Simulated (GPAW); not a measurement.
Crystal: Tb.

```
CELL_PARAMETERS angstrom
0.00000 2.51997 2.51997
2.51997 0.00000 2.51997
2.51997 2.51997 0.00000
ATOMIC_POSITIONS crystal
Tb 0.00000 0.00000 0.00000
```

This isn't the form of Tb at room conditions, which is hcp.

Base run:

| Item | Value |
| --- | --- |
| Program | GPAW 26.7.0 |
| Functional | PBE |
| Potentials or basis | GPAW PAW data sets (gpaw-data 1.2.1) |
| Cutoff | 800 eV |
| Basis | pw |
| k mesh | 9 × 9 × 9 |
| Occupations | fermi-dirac, width 0.05 eV |
| Spin | collinear spin, ferromagnetic start |
| Starting moments | [6.0] μB |

Its results: band gap on the k mesh none (metal or under the smearing width); pressure -0.5 GPa; net moment 5.86 μB per cell; site moments Tb +5.74 μB.

**Question.** The run is repeated on the same cell with these changes: occupations from fermi-dirac, width 0.05 eV to gaussian, width 0.02 eV. What comes out?

**Answer.** Band gap on the k mesh none (metal or under the smearing width); pressure -1.1 GPa; net moment 5.86 μB per cell; site moments Tb +5.75 μB.

Caveats: one-centre terms of the f shell are cut off; the magnetic or orbital state may not be the lowest; spin-orbit coupling is left out, which moves the levels of the heavy elements.
